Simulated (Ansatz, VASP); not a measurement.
Au: programs and potentials compared

The starting cell:

```xyz
1
Lattice="0.0000 2.0350 2.0350 2.0350 0.0000 2.0350 2.0350 2.0350 0.0000" Properties=species:S:1:pos:R:3 pbc="T T T"
Au    0.0000    0.0000    0.0000
```

Alike in all runs: task relaxation of cell and atoms; functional BLYP; dispersion D4; k mesh 11 × 11 × 11; occupations fermi-dirac, width 0.05 eV; no spin polarisation; no spin-orbit coupling.

```json
{"program and potentials": "Ansatz, Ansatz PAW", "plane-wave cutoff (eV)": "420", "notes": "potentials made for PBE, which Ansatz adapts in part; 19 valence electrons an atom on average", "equilibrium volume (Å³/atom)": "17.89"}
{"program and potentials": "Ansatz, all-electron LAPW, scalar-relativistic", "plane-wave cutoff (eV)": "-", "notes": "-", "equilibrium volume (Å³/atom)": "17.89"}
{"program and potentials": "VASP, PBE PAW files Au, 600 eV", "plane-wave cutoff (eV)": "600", "notes": "potentials made for PBE; 11 valence electrons an atom on average", "equilibrium volume (Å³/atom)": "17.98"}
```

The equilibrium volume spans 17.89 (Ansatz, all-electron LAPW, scalar-relativistic) to 17.98 Å³/atom (VASP, PBE PAW files Au, 600 eV), with all-electron results at 17.89. Some sets were made for another functional than the one run, which can shift their rows. Relaxations stop with a little pressure left, so the last digit of a volume isn't settled.

Differences between rows come from potentials, basis sets and numerical settings, since the functional is the same but for its coding. Runs on potential files found faulty are left out.

The Ansatz PAW and all-electron LAPW runs both give 17.89 Å³/atom, and VASP lies only slightly higher at 17.98 Å³/atom, possibly because its smaller valence leaves the 5s and 5p shells in the frozen core. The treatment of the core therefore matters little for the volume here.

All three volumes are clearly larger than that of real gold, and since the all-electron run shares the expansion, the mainly responsible party is probably the functional rather than the potentials. Cohesion in gold comes from a delocalised 6s–6p band hybridised with a nearly full 5d shell. BLYP describes such a metal poorly: its correlation part doesn't recover the uniform electron gas, and its strongly gradient-dependent exchange favours the less dense, more inhomogeneous crystal. The attraction added by D4 should contract the lattice, but evidently doesn't make up for this underbinding. Close agreement on the volume doesn't establish equal agreement on the bulk modulus or cohesive energy.
